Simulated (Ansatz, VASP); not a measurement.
## Ag2O in VASP and in Ansatz

INCAR

```
PREC = Accurate ; ENCUT = 520
EDIFF = 1E-7 ; ISMEAR = -1
SIGMA = 0.05 ; LREAL = False
LASPH = True ; NELM = 60
ALGO = Normal ; ISIF = 2
LWAVE = False ; LCHARG = False
GGA = PS ; NBANDS = 37
KPAR = 2
```

The input KPOINTS:

```
regular mesh
0
Gamma
  6 6 6
```

Contents of POSCAR:

```
Ag2O
1.0
    4.7800860672      0.0000000000      0.0000000000
    0.0000000000      4.7800860672      0.0000000000
    0.0000000000      0.0000000000      4.7800860672
Ag O
4 2
Direct
    0.7500000000      0.2500000000      0.7500000000
    0.7500000000      0.7500000000      0.2500000000
    0.2500000000      0.7500000000      0.7500000000
    0.2500000000      0.2500000000      0.2500000000
    0.5000000000      0.5000000000      0.5000000000
    0.0000000000      0.0000000000      0.0000000000
```

File input.yaml:

```yaml
crystal:
  lattice:
    - [4.7800860672, 0.0, 0.0]
    - [0.0, 4.7800860672, 0.0]
    - [0.0, 0.0, 4.7800860672]
  atoms:
    - { symbol: Ag, position: [0.75, 0.25, 0.75] }
    - { symbol: Ag, position: [0.75, 0.75, 0.25] }
    - { symbol: Ag, position: [0.25, 0.75, 0.75] }
    - { symbol: Ag, position: [0.25, 0.25, 0.25] }
    - { symbol: O, position: [0.5, 0.5, 0.5] }
    - { symbol: O, position: [0.0, 0.0, 0.0] }
hamiltonian:
  xc: pbesol
  pseudopotentials: { kind: paw }
kpoints:
  mp_grid: { grid: [6, 6, 6] }
scf:
  occupations: { method: fermi_dirac, width: 0.05 }
output:
  forces: true
  stress: true
  eigenvalues: true
  write_density: true
  write_potential: true
  elf: true
  volumetric_format: npy
```

Change from the starting cell: volume scaled by 1.04.

Alike in both runs: task single point; functional PBEsol; k mesh 6 × 6 × 6; occupations fermi-dirac, width 0.05 eV; no spin polarisation.

|  | VASP | Ansatz |
| --- | --- | --- |
| version | VASP 6.6.1 | Ansatz 0.2.0 |
| potentials or method | VASP PAW PBE potentials, release 64 (Ag, O) | Ansatz PAW |
| plane-wave cutoff (eV) | 520 | 420 |
| valence electrons in the cell | 56 | 88 |

VASP gave:

```
gap on the k mesh at the Fermi level (eV) : none
pressure (GPa)                            : -3.7
```

Question: What did Ansatz give for the same quantities?

Answer: gap on the k mesh at the Fermi level (eV): none; pressure (GPa): -3.6.

A gap of «none» marks a metal or a gap that the smearing closes. The two sets of potentials don't hold the same shells in valence.

Caveats: the PAW data sets were made with another functional, which shifts forces and pressure a little (VASP); the PAW data sets come from PBE, with cores solved anew for the run's functional, which leaves a small shift of forces and pressure (Ansatz).
